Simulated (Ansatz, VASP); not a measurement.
## MgS in VASP and in Ansatz

```
CELL_PARAMETERS angstrom
0.00000 2.60000 2.60000
2.60000 0.00000 2.60000
2.60000 2.60000 0.00000
ATOMIC_POSITIONS crystal
Mg 0.00000 0.00000 0.00000
S 0.50000 0.50000 0.50000
```

The cell was built by a generator and isn't the measured one.

Alike in both runs: task single point; functional r2SCAN; k mesh 6 × 6 × 6; occupations gaussian, width 0.1 eV; no spin polarisation.

|  | VASP | Ansatz |
| --- | --- | --- |
| version | VASP 6.6.1 | Ansatz 0.2.0 |
| potentials or method | VASP PAW PBE potentials, release 64 (Mg, S) | scalar-relativistic, plane waves, PAW |
| plane-wave cutoff (eV) | 520 | 500 |
| valence electrons in the cell | 8 | 16 |

```tsv
	VASP	Ansatz	Ansatz less VASP
gap on the k mesh at the Fermi level (eV)	3.44	3.47	+0.036
least direct gap on the mesh (eV)	4.63	4.67	+0.036
pressure (GPa)	-0.3	0.3	+0.52
```

With one functional, cell and mesh, what is left measures potentials, basis and numerics. The two sets of potentials don't hold the same shells in valence.

Caveats: the PAW data sets were made with another functional, which shifts forces and pressure a little (VASP). A k mesh can miss the band edges. r2SCAN opens gaps a little over a GGA but as a rule still falls short of measured ones.
